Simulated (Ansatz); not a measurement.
Zn:

```xyz
1
Lattice="-1.5690 1.5690 1.5690 1.5690 -1.5690 1.5690 1.5690 1.5690 -1.5690" Properties=species:S:1:pos:R:3 pbc="T T T"
Zn    0.0000    0.0000    0.0000
```

This isn't the form of Zn at room conditions, which is hcp.

Base run:

| Property | Result |
| --- | --- |
| Program | Ansatz 0.2.0 |
| Functional | LDA |
| Potentials or basis | Ansatz PAW |
| Cutoff | 420 eV (not typed: the program's choice for these potentials) |
| k mesh | 12 × 12 × 12 |
| Occupations | gaussian, width 0.02 eV |
| Spin | no spin polarisation |

Its results: band gap on the k mesh none (metal or under the smearing width); pressure -8.3 GPa.

Question: The run is repeated on the same cell with these changes: functional from LDA to RPBE; occupations from gaussian, width 0.02 eV to gaussian, width 0.1 eV. What comes out?

Answer: Band gap on the k mesh none (metal or under the smearing width); pressure 2.5 GPa.

Caveats: the PAW data sets come from PBE, with cores solved anew for the run's functional, which leaves a small shift of forces and pressure.
